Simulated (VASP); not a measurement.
The system is NaCl.

```
Na Cl
1.0
     0.00000    2.84823    2.84823
     2.84823    0.00000    2.84823
     2.84823    2.84823    0.00000
Na Cl
1 1
Direct
  0.00000 0.00000 0.00000
  0.50000 0.50000 0.50000
```

The cell was built by a generator and needn't be a form met in nature.

Base run:

* Program: VASP 6.6.1
* Functional: PBE0
* Potentials or basis: VASP PAW PBE potentials, release 64 (Na_pv, Cl)
* Cutoff: 520 eV
* k mesh: 6 × 6 × 6
* Occupations: gaussian, width 0.02 eV
* Spin: no spin polarisation

Its results: band gap on the k mesh 7.08 eV, direct; pressure -0.6 GPa.

The run is repeated on the same cell with these changes: functional from PBE0 to HSE06. What comes out?

Band gap on the k mesh 6.37 eV, direct; pressure -0.5 GPa.

Caveats: the PAW data sets were made with another functional, which shifts forces and pressure a little.
